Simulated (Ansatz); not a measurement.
`O=C(O)C(=O)[SiH3]` and `O=C(O)C(=O)O` differ in one atom or group.

Ansatz, PBE0-D4/def2-TZVP geometries, multiplicity 1. Each molecule was computed in one conformer, which needn't be the lowest.

```csv
property,`O=C(O)C(=O)[SiH3]`
LUMO energy (B3LYP/def2-TZVPP) / eV,-2.98
HOMO energy (B3LYP/def2-TZVPP) / eV,-7.27
size of the dipole moment (ωB97M-V/def2-TZVPP) / D,1.20
HOMO–LUMO gap (ωB97M-V/def2-TZVPP) / eV,9.39
size of the dipole moment (PBE/def2-TZVPP) / D,1.27
zero-point energy (PBE0-D4/def2-TZVP) / kJ/mol,153.4
```

Problem. Give the same properties after the change, and the shifts. (Estimate.)

Solution. The calculation gave: 
```csv
property,`O=C(O)C(=O)O`,shift
LUMO energy (B3LYP/def2-TZVPP) / eV,-2.28,0.70
HOMO energy (B3LYP/def2-TZVPP) / eV,-8.02,-0.75
size of the dipole moment (ωB97M-V/def2-TZVPP) / D,0.01,-1.19
HOMO–LUMO gap (ωB97M-V/def2-TZVPP) / eV,11.00,1.61
size of the dipole moment (PBE/def2-TZVPP) / D,0.01,-1.26
zero-point energy (PBE0-D4/def2-TZVP) / kJ/mol,130.2,-23.2
```

With PBE0 the HOMO falls by 0.76 eV and the LUMO rises by 0.73 eV, so the gap widens by about 1.49 eV. PBE moves the HOMO by -0.57 eV and ωB97M-V by -0.88 eV. The zero-point energy changes by -23.2 kJ/mol with -6 modes.

Positive LUMOs are unbound, so they and the gaps depend on the basis.

B3LYP here is the variant with VWN-RPA as its local correlation; programs differ in this.
